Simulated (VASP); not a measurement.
# SrCl2 (Fm-3m) in VASP: a series of runs

One crystal, SrCl2, is run at these levels: LDA, r2SCAN; tasks: relaxation of cell and atoms.

All numbers are computed with VASP 6.6.1; they aren't measurements. Logs are shortened: lines on timing, memory, paths and dates and some standing lists are left out, and cuts for length are marked.

### Step 1. Starting point

It takes space group Fm-3m (No. 225, cubic). The conventional cell has a = 6.977 Å, b = 6.977 Å, c = 6.977 Å, α = 90.00°, β = 90.00°, γ = 90.00°. Sr (site symmetry m-3m) is surrounded by 8 Cl at 3.02 Å. Cl (site symmetry -43m) is surrounded by 4 Sr at 3.02 Å.

### Step 2. Relaxation of cell and atoms, LDA

Input file INCAR:

```
SYSTEM = SrCl2
PREC = Accurate
ENCUT = 600
EDIFF = 1E-6
ISMEAR = 0
SIGMA = 0.03
LREAL = .FALSE.
LASPH = .TRUE.
NELM = 80
ALGO = Normal
ISIF = 3
LWAVE = .FALSE.
LCHARG = .FALSE.
IBRION = 2
NSW = 90
EDIFFG = -0.01
```

Input file KPOINTS:

```
regular mesh
0
G
  8 8 8
  0 0 0
```

Input file POSCAR:

```
SrCl2
1.0
    0.0000000000      3.4883500000      3.4883500000
    3.4883500000      0.0000000000      3.4883500000
    3.4883500000      3.4883500000      0.0000000000
Sr Cl
1 2
Direct
    0.0000000000      0.0000000000      0.0000000000
    0.2500000000      0.2500000000      0.2500000000
    0.7500000000      0.7500000000      0.7500000000
```

Potentials or basis: VASP PAW LDA potentials, release 64 (Sr_sv, Cl).

Run with:

```console
> cat potpaw_LDA.64/Sr_sv/POTCAR potpaw_LDA.64/Cl/POTCAR > POTCAR
> mpirun -np 1 vasp_std > vasp.out
```

OUTCAR:

```text
SYSTEM = SrCl2
   PREC = Accurate
   ENCUT = 600
   EDIFF = 1E-6
   ISMEAR = 0
   LREAL = .FALSE.
   LASPH = .TRUE.
   NELM = 80
   ISIF = 3
   IBRION = 2
   NSW = 90
   EDIFFG = -0.01

 ion  position               nearest neighbor table
   1  0.000  0.000  0.000-   3 3.02   3 3.02   3 3.02   2 3.02   3 3.02   2 3.02   2 3.02   2 3.02

   2  0.250  0.250  0.250-   1 3.02   1 3.02   1 3.02   1 3.02
   3  0.750  0.750  0.750-   1 3.02   1 3.02   1 3.02   1 3.02

  LATTYP: Found a face centered cubic cell.
 ALAT       =     6.9767000000

  Lattice vectors:

 A1 = (   0.0000000000,   3.4883500000,   3.4883500000)
 A2 = (   3.4883500000,   0.0000000000,   3.4883500000)
 A3 = (   3.4883500000,   3.4883500000,   0.0000000000)

Analysis of symmetry for initial positions (statically):
=====================================================================
 Subroutine PRICEL returns:
 Original cell was already a primitive cell.

 Routine SETGRP: Setting up the symmetry group for a
 face centered cubic supercell.

 Subroutine GETGRP returns: Found 48 space group operations
 (whereof 48 operations were pure point group operations)
 out of a pool of 48 trial point group operations.

The static configuration has the point symmetry O_h .

Analysis of symmetry for dynamics (positions and initial velocities):
=====================================================================
 Subroutine PRICEL returns:
 Original cell was already a primitive cell.

 Routine SETGRP: Setting up the symmetry group for a
 face centered cubic supercell.

 Subroutine GETGRP returns: Found 48 space group operations
 (whereof 48 operations were pure point group operations)
 out of a pool of 48 trial point group operations.

The dynamic configuration has the point symmetry O_h .

 Subroutine INISYM returns: Found 48 space group operations
 (whereof 48 operations are pure point group operations),
 and found     1 'primitive' translations

----------------------------------------------------------------------------------------

                                     Primitive cell

  volume of cell :      84.8966

  direct lattice vectors                    reciprocal lattice vectors
     0.000000000  3.488350000  3.488350000    -0.143334241  0.143334241  0.143334241
[... 97 lines left out ...]
   TEBEG  =    0.0;   TEEND  =   0.0 temperature during run
   PSTRESS=    0.0 pullay stress
   NELECT =      24.0000    total number of electrons
   NUPDOWN=      -1.0000    fix difference up-down
   EMIN   =  10.00;   EMAX   =-10.00  energy-range for DOS
   EFERMI =   0.00;   METHOD = LEGACY
   ISMEAR =     0;   SIGMA  =   0.03  broadening in eV -4-tet -1-fermi 0-gaus
   EFERMI_NEDOS =   21; number of points for ismear=-14 and -15
   IALGO  =     38    algorithm
   IMIX   =      4    mixing-type and parameters
     AMIX     =   0.40;   BMIX     =  1.00
     AMIX_MAG =   1.60;   BMIX_MAG =  1.00
  volume/ion in A,a.u.               =      28.30       190.97
  Fermi-wavevector in a.u.,A,eV,Ry     =   1.074439  2.030396 15.706833  1.154420
  Thomas-Fermi vector in A             =   2.210267
   LORBIT       =      0    0 simple, 1 ext, 2 COOP (PROOUT), +10 PAW based schemes
   GGA     = CA    functional components
   LHFCALC =     F    Hartree Fock is set to
   AEXX    =    0.0000 exact exchange contribution
   IVDW    =     0    specifies the selected vdW correction
   LEPSILON=     F    determine dielectric tensor
   LRPA    =     F    only Hartree local field effects (RPA)
 conjugate gradient relaxation of ions
 non-spin polarized calculation
 Gauss-broadening in eV      SIGMA  =   0.03
  energy-cutoff  :      600.00
  volume of cell :       84.90
 maximum number of plane-waves:      2874
   NGX = 19   NGY = 19   NGZ = 19

--------------------------------------- Ionic step        1  -------------------------------------------

 number of electron      23.9999999 magnetization

 Free energy of the ion-electron system (eV)
  ---------------------------------------------------
  ext. energy  EPLUGINS =         0.00000000
  ---------------------------------------------------
  free energy    TOTEN  =       -14.02591719 eV

  energy without entropy =      -14.02591719  energy(sigma->0) =      -14.02591719

------------------------ aborting loop because EDIFF is reached ----------------------------------------

  FORCE on cell =-STRESS in cart. coord.  units (eV):
  Direction    XX          YY          ZZ          XY          YZ          ZX
  --------------------------------------------------------------------------------------
  -------------------------------------------------------------------------------------
  Total       -1.4205017     -1.4205017     -1.4205017      0.0000000      0.0000000      0.0000000
  in kB      -26.8078629    -26.8078629    -26.8078629      0.0000000      0.0000000      0.0000000
  external PRESSURE =     -26.8078629 kB  Pullay stress =       0.0000000 kB
[... 61 lines left out ...]
--------------------------------------- Ionic step        3  -------------------------------------------

 number of electron      24.0000002 magnetization

 Free energy of the ion-electron system (eV)
  ---------------------------------------------------
  ext. energy  EPLUGINS =         0.00000000
  ---------------------------------------------------
  free energy    TOTEN  =       -14.07871567 eV

  energy without entropy =      -14.07871567  energy(sigma->0) =      -14.07871567

 E-fermi :   0.6357     XC(G=0):  -9.1070

 val. band max:        0.4623526226   @ k =   0.5000   0.5000   0.0000
 cond. band min:       5.5616269490   @ k =   0.5000   0.5000   0.0000
 fundamental gap:      5.0992743264
 Fermi energy:         0.6357214712

 k-point     1 :       0.0000    0.0000    0.0000
  band No.  band energies     occupation
      1     -32.0207      2.00000
      2     -14.1582      2.00000
      3     -14.1582      2.00000
      4     -14.1582      2.00000
      5     -13.0121      2.00000
      6     -11.9685      2.00000
[... 433 lines left out ...]
      3     -14.3465      2.00000
      4     -14.1911      2.00000
      5     -12.3105      2.00000
      6     -12.0292      2.00000
[... 8 lines left out ...]
     15       7.8438      0.00000
     16       8.1612      0.00000

 [... further k-points ...]

------------------------ aborting loop because EDIFF is reached ----------------------------------------

  FORCE on cell =-STRESS in cart. coord.  units (eV):
  Direction    XX          YY          ZZ          XY          YZ          ZX
  --------------------------------------------------------------------------------------
  -------------------------------------------------------------------------------------
  Total       -0.0029139     -0.0029139     -0.0029139     -0.0000000     -0.0000000      0.0000000
  in kB       -0.0590828     -0.0590828     -0.0590828     -0.0000000     -0.0000000      0.0000000
  external PRESSURE =      -0.0590828 kB  Pullay stress =       0.0000000 kB
[... 18 lines left out ...]
  FREE ENERGIE OF THE ION-ELECTRON SYSTEM (eV)
  ---------------------------------------------------
  free  energy   TOTEN  =       -14.0787156673 eV

  energy  without entropy=      -14.0787156673  energy(sigma->0) =      -14.07871567

 reached required accuracy - stopping structural energy minimisation
```

Run time: 75 s. Hardware: 1 thread of Intel Xeon 6975P-C (Granite Rapids), shared host; peak memory 0.21 GiB.

Results:

| Quantity | Value |
| --- | --- |
| Free energy | -14.0787 eV |
| Relaxed volume | 26.34 Å³/atom |
| Relaxed cell | a = 4.817 Å, b = 4.817 Å, c = 4.817 Å, α = 60.00°, β = 60.00°, γ = 60.00° |
| Space group after relaxing (to 0.05 Å) | Fm-3m (No. 225) |
| Energy gained by relaxing | 17.6 meV/atom |
| Ionic steps | 3 |
| Pressure after relaxing | 0.0 GPa |
| Band gap on the k mesh | 5.10 eV, direct |

Step by step:
```
step  energy change (eV)  largest force (eV/Å)  pressure (GPa)  volume (Å³)
   1              0.0000                0.0000           -2.68        84.90
   2             -0.0527                0.0000           -0.11        79.21
   3             -0.0528                0.0000           -0.01        79.02
```

Final structure:
```cif
data_structure
_symmetry_space_group_name_H-M 'P 1'
_symmetry_Int_Tables_number 1
_cell_length_a 4.8167
_cell_length_b 4.8167
_cell_length_c 4.8167
_cell_angle_alpha 60.000
_cell_angle_beta 60.000
_cell_angle_gamma 60.000
_cell_volume 79.02
loop_
_atom_site_label
_atom_site_type_symbol
_atom_site_fract_x
_atom_site_fract_y
_atom_site_fract_z
_atom_site_occupancy
Sr1 Sr 0.00000 0.00000 0.00000 1
Cl1 Cl 0.25000 0.25000 0.25000 1
Cl2 Cl 0.75000 0.75000 0.75000 1
```

### Step 3. Relaxation of cell and atoms, LDA

This run uses another cell than the first one, of 26.34 Å³/atom, 0.931 times its volume.

Edit INCAR of step 2 so:

```diff
@@ -3,3 +3,3 @@
 ENCUT = 600
-EDIFF = 1E-6
+EDIFF = 1E-7
 ISMEAR = 0
@@ -15,2 +15,2 @@
 NSW = 90
-EDIFFG = -0.01
+EDIFFG = -0.005
```

KPOINTS is that of step 2.

Input file POSCAR:

```
SrCl2                                   
1.0
   -0.0000000000      3.4059083025      3.4059083025
    3.4059083025      0.0000000000      3.4059083025
    3.4059083025      3.4059083025      0.0000000000
  Sr              Cl            
     1     2
Direct
     0.0000000000000000    0.0000000000000000    0.0000000000000000
     0.2500000000000000    0.2500000000000000    0.2500000000000000
     0.7500000000000000    0.7500000000000000    0.7500000000000000
```

Potentials or basis: VASP PAW LDA potentials, release 64 (Sr_sv, Cl).

Run with:

```console
> cat potpaw_LDA.64/Sr_sv/POTCAR potpaw_LDA.64/Cl/POTCAR > POTCAR
> mpirun -np 1 vasp_std > vasp.out
```

Wall time 40 s (1 thread of Intel Xeon 6975P-C (Granite Rapids), shared host); peak memory 0.2 GiB.

It converged, with:

```yaml
Free_energy: -14.0785 eV
Pressure_after_relaxing: 0.0 GPa
Band_gap_on_the_k_mesh: 5.10 eV, direct
```

Final structure:
```
CELL_PARAMETERS angstrom
0.00000 3.40591 3.40591
3.40591 0.00000 3.40591
3.40591 3.40591 0.00000
ATOMIC_POSITIONS crystal
Sr 0.00000 0.00000 0.00000
Cl 0.25000 0.25000 0.25000
Cl 0.75000 0.75000 0.75000
```

Levels at points of the mesh, in eV from the valence-band top:
| k point | band 8 | band 9 | band 10 | band 11 | band 12 | band 13 | band 14 | band 15 | band 16 |
| --- | --- | --- | --- | --- | --- | --- | --- | --- | --- |
| (0.00, 0.00, 0.00) | -2.46 | -2.46 | -0.38 | -0.38 | -0.38 | 5.16 | 5.77 | 5.77 | 8.82 |
| (0.50, 0.00, 0.00) | -1.84 | -1.70 | -1.51 | -1.18 | -1.18 | 6.48 | 6.48 | 7.53 | 7.54 |
| (0.50, 0.50, 0.00) | -2.10 | -2.10 | -0.48 | -0.48 | 0.00 | 5.10 | 7.00 | 7.51 | 8.05 |

Caveat: the relaxation stopped at its first step, so nothing moved.

### Step 4. Relaxation of cell and atoms, r2SCAN

Input file INCAR:

```
SYSTEM = SrCl2
ALGO = Normal ; EDIFF = 1E-6
EDIFFG = -0.01 ; ENCUT = 600
IBRION = 2 ; ISIF = 3
ISMEAR = 0 ; LASPH = .True.
LCHARG = .False. ; LMIXTAU = .True.
LREAL = .False. ; LWAVE = .False.
METAGGA = R2SCAN ; NELM = 80
NSW = 90 ; PREC = Accurate
SIGMA = 0.03
```

Input file KPOINTS:

```
k-points
0
Gamma
  8 8 8
  0 0 0
```

Input file POSCAR:

```
SrCl2
1.0
    0.0000000000      3.4883500000      3.4883500000
    3.4883500000      0.0000000000      3.4883500000
    3.4883500000      3.4883500000      0.0000000000
Sr Cl
1 2
Direct
    0.0000000000      0.0000000000      0.0000000000
    0.2500000000      0.2500000000      0.2500000000
    0.7500000000      0.7500000000      0.7500000000
```

Potentials or basis: VASP PAW PBE potentials, release 64 (Sr_sv, Cl).

Run with:

```console
> cat potpaw_PBE.64/Sr_sv/POTCAR potpaw_PBE.64/Cl/POTCAR > POTCAR
> mpirun -np 1 vasp_std > vasp.out
```

It took 2.8 min on 1 thread of Intel Xeon 6975P-C (Granite Rapids), shared host; peak memory 0.29 GiB.

The run converged. Its results:

```
Free energy                            : -35.6989 eV
Relaxed volume                         : 28.60 Å³/atom
Relaxed cell                           : a = 4.951 Å, b = 4.951 Å, c = 4.951 Å, α = 60.00°, β = 60.00°, γ = 60.00°
Space group after relaxing (to 0.05 Å) : Fm-3m (No. 225)
Energy gained by relaxing              : 0.3 meV/atom
Ionic steps                            : 2
Pressure after relaxing                : 0.0 GPa
Band gap on the k mesh                 : 5.93 eV, indirect (least direct gap 6.00 eV)
```

The path:
```csv
step,energy change (eV),largest force (eV/Å),pressure (GPa),volume (Å³)
1,0.0000,0.0000,0.41,84.90
2,-0.0010,0.0000,-0.02,85.79
```

Final structure:
```yaml
crystal:
  lattice:
    - [0.00000, 3.50056, 3.50056]
    - [3.50056, 0.00000, 3.50056]
    - [3.50056, 3.50056, 0.00000]
  atoms:
    - { symbol: Sr, position: [0.00000, 0.00000, 0.00000] }
    - { symbol: Cl, position: [0.25000, 0.25000, 0.25000] }
    - { symbol: Cl, position: [0.75000, 0.75000, 0.75000] }
```

Levels at points of the mesh, in eV from the valence-band top:
```tsv
k point	band 8	band 9	band 10	band 11	band 12	band 13	band 14	band 15	band 16
(0.00, 0.00, 0.00)	-2.11	-2.11	-0.34	-0.34	-0.34	5.93	6.69	6.69	9.61
(0.50, 0.00, 0.00)	-1.55	-1.46	-1.33	-1.05	-1.05	7.28	7.28	8.22	8.22
(0.50, 0.50, 0.00)	-1.89	-1.89	-0.39	-0.39	0.00	6.00	7.76	8.19	8.68
```

Caveat: the PAW data sets were made with another functional, which shifts forces and pressure a little.

### Step 5. Relaxation of cell and atoms, r2SCAN

This run uses another cell than the first one, of 28.60 Å³/atom, 1.011 times its volume.

Edit INCAR of step 4 so:

```diff
@@ -1,4 +1,4 @@
 SYSTEM = SrCl2
-ALGO = Normal ; EDIFF = 1E-6
-EDIFFG = -0.01 ; ENCUT = 600
+ALGO = Normal ; EDIFF = 1E-7
+EDIFFG = -0.005 ; ENCUT = 600
 IBRION = 2 ; ISIF = 3
```

KPOINTS is that of step 4.

Input file POSCAR:

```
SrCl2                                   
1.0
    0.0000000000      3.5005589259      3.5005589259
    3.5005589259     -0.0000000000      3.5005589259
    3.5005589259      3.5005589259      0.0000000000
  Sr              Cl            
     1     2
Direct
     0.0000000000000000    0.0000000000000000    0.0000000000000000
     0.2500000000000000    0.2500000000000000    0.2500000000000000
     0.7500000000000000    0.7500000000000000    0.7500000000000000
```

Run with:

```console
> cat potpaw_PBE.64/Sr_sv/POTCAR potpaw_PBE.64/Cl/POTCAR > POTCAR
> mpirun -np 1 vasp_std > vasp.out
```

Run time: 2.4 min. Hardware: 1 thread of Intel Xeon 6975P-C (Granite Rapids), shared host; peak memory 0.28 GiB.

The run converged. Its results:

| Quantity | Value |
| --- | --- |
| Free energy | -35.6990 eV |
| Pressure after relaxing | 0.0 GPa |
| Band gap on the k mesh | 5.93 eV, indirect (least direct gap 6.00 eV) |

Final structure:
```xyz
3
Lattice="0.0000 3.5006 3.5006 3.5006 0.0000 3.5006 3.5006 3.5006 0.0000" Properties=species:S:1:pos:R:3 pbc="T T T"
Sr    0.0000    0.0000    0.0000
Cl    1.7503    1.7503    1.7503
Cl    5.2508    5.2508    5.2508
```

Levels at points of the mesh, in eV from the valence-band top:
```
           k point  band 10  band 11  band 12  band 13  band 14  band 15
(0.00, 0.00, 0.00)    -0.34    -0.34    -0.34     5.93     6.69     6.69
(0.50, 0.00, 0.00)    -1.33    -1.05    -1.05     7.28     7.28     8.22
(0.50, 0.50, 0.00)    -0.39    -0.39     0.00     6.00     7.76     8.19
```

Caveat: the relaxation stopped at its first step, so nothing moved; the PAW data sets were made with another functional, which shifts forces and pressure a little. r2SCAN opens gaps a little over a GGA but as a rule still falls short of measured ones.
